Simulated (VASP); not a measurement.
AlN:

```
Al N
1.0
     0.00000    2.18830    2.18830
     2.18830    0.00000    2.18830
     2.18830    2.18830    0.00000
Al N
1 1
Direct
  0.00000 0.00000 0.00000
  0.75000 0.75000 0.75000
```

Measurements of this composition are mostly on another form, of space group No. 186.

Base run:

```yaml
Program: VASP 6.6.1
Functional: PBE
Potentials_or_basis: VASP PAW PBE potentials, release 64 (Al, N)
Cutoff: 520 eV
k_mesh: 10 × 10 × 10
Occupations: gaussian, width 0.03 eV
Spin: no spin polarisation
```

Its results: band gap on the k mesh 3.31 eV, indirect (least direct gap 4.14 eV); pressure 3.3 GPa.

Q: The run is repeated on the same cell with these changes: functional from PBE to r2SCAN. What comes out?

A: Band gap on the k mesh 3.94 eV, indirect (least direct gap 4.84 eV); pressure -0.9 GPa.

r2SCAN gives the wider gap, since meta-GGAs in the generalised Kohn-Sham scheme recover part of the derivative discontinuity.

Caveats: the PAW data sets were made with another functional, which shifts forces and pressure a little (some runs).
